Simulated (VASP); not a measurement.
**Fe: single point with LDA**

Crystal: Fe.

```
Fe
1.0
     2.27054    0.00000    0.00000
     0.00000    2.27054    0.00000
     0.00000    0.00000    2.27054
Fe
1
Direct
  0.00000 0.00000 0.00000
```

This isn't the form of Fe at room conditions, which is bcc.

| Item | Value |
| --- | --- |
| Program | VASP 6.6.1 |
| Task | single point |
| Functional | LDA |
| Potentials or basis | VASP PAW LDA potentials, release 64 (Fe) |
| Cutoff | 520 eV |
| k mesh | 16 × 16 × 16 |
| Occupations | fermi-dirac, width 0.1 eV |
| Spin | no spin polarisation |
| Dipole correction | no |
| Further INCAR settings | ALGO = Normal; EDIFF = 1e-06; NBANDS = 10 |

The pressure is -16.9 GPa. The band gap on the k mesh is none (metal or under the smearing width).

Levels at points of the mesh, in eV from the Fermi level:
| k point | band 2 | band 3 | band 4 | band 5 | band 6 | band 7 |
| --- | --- | --- | --- | --- | --- | --- |
| (0.00, 0.00, 0.00) | -3.77 | -3.77 | 0.97 | 0.97 | 0.97 | 20.61 |
| (0.50, 0.00, 0.00) | -3.14 | -1.11 | -0.62 | -0.62 | 1.11 | 5.76 |
| (0.50, 0.50, 0.00) | -2.56 | -0.29 | -0.29 | 2.08 | 5.83 | 5.83 |
| (0.50, 0.50, 0.50) | -3.45 | -3.45 | 2.16 | 2.16 | 13.09 | 13.48 |

Wall time 6.7 s on 1 thread of AMD EPYC 9R45 96-Core Processor (Zen 5), on a shared host, peak memory 0.1 GiB.

Caveat: so large a pressure means that the cell lies far from this level's equilibrium, or that cutoff or potentials fall short; the run has no spin polarisation, though such a crystal can be magnetic. Spin polarisation is off, so any magnetic state and its effect on volume and gap are missing.
